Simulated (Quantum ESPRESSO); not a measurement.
A run of Quantum ESPRESSO 7.5:

File pw.in:

```
&CONTROL
  calculation = 'scf'
  prefix = 'pwscf'
  outdir = './tmp'
  pseudo_dir = './pseudo'
  tprnfor = .true.
  tstress = .true.
  disk_io = 'nowf'
/
&SYSTEM
  ibrav = 0
  nat = 2
  ntyp = 2
  ecutwfc = 45
  ecutrho = 360
  nbnd = 22
  occupations = 'smearing'
  smearing = 'gaussian'
  degauss = 0.00367493
  nspin = 2
  starting_magnetization(1) = 0.1111
  starting_magnetization(2) = 0
/
&ELECTRONS
  conv_thr = 8d-08
  electron_maxstep = 100
  mixing_beta = 0.7
  mixing_ndim = 20
/
ATOMIC_SPECIES
Ni    58.6934 ni_pbe_v1.4.uspp.F.UPF
O     15.9990 o_pbe_v1.2.uspp.F.UPF
CELL_PARAMETERS angstrom
   0.0000000000    2.0913095100    2.0913095100
   2.0913095100    0.0000000000    2.0913095100
   2.0913095100    2.0913095100    0.0000000000
ATOMIC_POSITIONS crystal
Ni     0.0000000000    0.0000000000    0.0000000000
O      0.5000000000    0.5000000000    0.5000000000
K_POINTS automatic
8 8 8 0 0 0
```

Potentials or basis: GBRV 1.5 PBE.

Command:

```bash
$ OMP_NUM_THREADS=1 mpirun -n 2 pw.x -nk 2 -in pw.in > pw.out
```

Hardware: 2 MPI ranks on Arm Neoverse V1 (shared host).

**Question.** Estimate the wall time of this run.

**Answer.** It took 32 s on 2 MPI ranks on Arm Neoverse V1 (shared host), peak memory 0.16 GiB a rank. Counts: scf iterations 45, k pools 2, bands 22, k points 29, g dense 14211.
